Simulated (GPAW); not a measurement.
SiC (Moissanite):

```
Si C
1.0
     3.07600    0.00000    0.00000
    -1.53800    2.66389    0.00000
     0.00000    0.00000    5.04800
Si C
2 2
Direct
  0.66667 0.33333 0.50000
  0.33333 0.66667 0.00000
  0.66667 0.33333 0.88500
  0.33333 0.66667 0.38500
```

Base run:

```yaml
Program: GPAW 26.7.0
Functional: vdW-DF-cx
Potentials_or_basis: GPAW PAW data sets (gpaw-data 1.2.1)
Cutoff: 800 eV
Basis: pw
k_mesh: 9 × 9 × 5
Occupations: fermi-dirac, width 0.05 eV
Spin: no spin polarisation
```

Its results: band gap on the k mesh 2.25 eV, indirect (least direct gap 4.09 eV); largest force 0.785 eV/Å.

The run is repeated on the same cell with these changes: functional from vdW-DF-cx to optB88-vdW. What comes out?

Band gap on the k mesh 2.48 eV, indirect (least direct gap 4.25 eV); largest force 0.785 eV/Å.

Caveats: the PAW data sets were made with another functional, which shifts forces and pressure a little.
